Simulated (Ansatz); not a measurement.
# TiAl3: response to a stretch of c alone

An exercise on one series of results from a longer session: the logs are not shown, and one member is left open.

Method: DFT PBE, scalar-relativistic, plane waves, PAW, in Ansatz 0.2.0.

2 further runs of the same task are left out: 2 set aside as unsound or not needed.

## The structure to begin with

Symmetry: Pm-3m, No. 221, cubic system. Conventional cell: a = 3.980 Å, b = 3.980 Å, c = 3.980 Å, α = 90.00°, β = 90.00°, γ = 90.00°. Ti (site symmetry m-3m) has 12 Al at 2.81 Å as nearest neighbours. Around Al (site symmetry 4/mmm) lie 4 Ti at 2.81 Å and 8 Al at 2.81 Å.

As a file:

```
Ti Al
1.0
     3.97973    0.00000    0.00000
     0.00000    3.97973    0.00000
     0.00000    0.00000    3.97973
Ti Al
1 3
Direct
  0.00000 0.00000 0.00000
  0.50000 0.50000 0.00000
  0.50000 0.00000 0.50000
  0.00000 0.50000 0.50000
```

It goes back to an entry of the Materials Project, which need not be the stable form.

It is the result of an earlier relaxation at this level (volume 15.76 Å³/atom; gap on the mesh: none (metal)).

The first run:

Input file input.yaml:

```yaml
crystal:
  lattice:
    - [3.9797267085, 0.0, 0.0]
    - [0.0, 3.9797267085, 0.0]
    - [0.0, 0.0, 3.9797267085]
  atoms:
    - { symbol: Ti, position: [0.0, 0.0, 0.0] }
    - { symbol: Al, position: [0.5, 0.5, 0.0] }
    - { symbol: Al, position: [0.5, 0.0, 0.5] }
    - { symbol: Al, position: [0.0, 0.5, 0.5] }
basis:
  ecutwfc: 420
kpoints:
  mp_grid: { grid: [14, 14, 14] }
hamiltonian:
  xc: pbe
scf:
  occupations: { method: gaussian, width: 0.1 }
output:
  forces: true
  stress: true
  eigenvalues: true
```

On the command line:

```
> ansatz run input.yaml --threads 1 --pin off --max-ram 2560MiB --backend cpu --events-out ev --progress --plain --runs-dir out
```

Among the steps run: Zero strain; At -2.0 %; At +2.0 %; Strain -4.0 %; Strain +4.0 %; Strain -6.0 %; At +6.0 %.

One of the session's tables, all rows but one given; the rest of the session is left out.

Lengths are those of the vectors of the cell that was run; stresses in GPa:

```
strain (%)  ΔE (meV/atom)  c (Å)
      -6.0           37.1  3.741
      -4.0           15.8  3.821
      -2.0            3.8  3.900
      +0.0            0.0  3.980
      +2.0              ?      ?
      +4.0           13.2  4.139
      +6.0           28.6  4.219
```

**Question.** Estimate the row for strain (%) = +2.0.

Worked estimate for «ΔE (meV/atom)». A straight line through the neighbours (0.0, 0.0) and (4.0, 13.2) gives 0.0 + (13.2 − 0.0) × (2.0 − 0.0) / (4.0 − 0.0) = 6.6; a parabola fitted to 4 rows on both sides gives 3.4.

**Answer.** ΔE (meV/atom): 3.4; c (Å): 4.059. In «ΔE (meV/atom)» the line misses by +3.2 and the parabola by 0.0.

ΔE is over the unstrained cell. Stress in GPa, positive in compression, on the Cartesian axes of the input. 
